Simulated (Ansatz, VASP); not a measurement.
**Te: VASP beside Ansatz**

```
CELL_PARAMETERS angstrom
3.61064 0.00000 0.00000
-1.80532 3.12690 0.00000
0.00000 0.00000 4.48024
ATOMIC_POSITIONS crystal
Te 0.33333 0.66667 0.25000
Te 0.66667 0.33333 0.75000
```

Alike in both runs: functional PBEsol; k mesh 13 × 13 × 7; occupations fermi-dirac, width 0.1 eV; no spin polarisation.

Ansatz relaxed the structure, and its values are those at the end. VASP's run is a single point on that final structure, the one shown.

|  | VASP | Ansatz |
| --- | --- | --- |
| version | VASP 6.6.1 | Ansatz 0.2.0 |
| potentials or method | VASP PAW PBE potentials, release 64 (Te) | PAW with Ansatz's default frozen-core files, scalar-relativistic |
| plane-wave cutoff (eV) | 520 | 420 |
| valence electrons in the cell | 12 | 32 |

Ansatz gave:

```
pressure (GPa) : 8.9
```

**Question.** Which values does VASP return?

**Answer.** Pressure (GPa): 9.0.

With one functional, cell and mesh, what is left measures potentials, basis and numerics. The two sets of potentials don't hold the same shells in valence.

Caveats: the PAW data sets were made with another functional, which shifts forces and pressure a little (VASP). The runs have no spin-orbit coupling, so splittings on Te are missing.
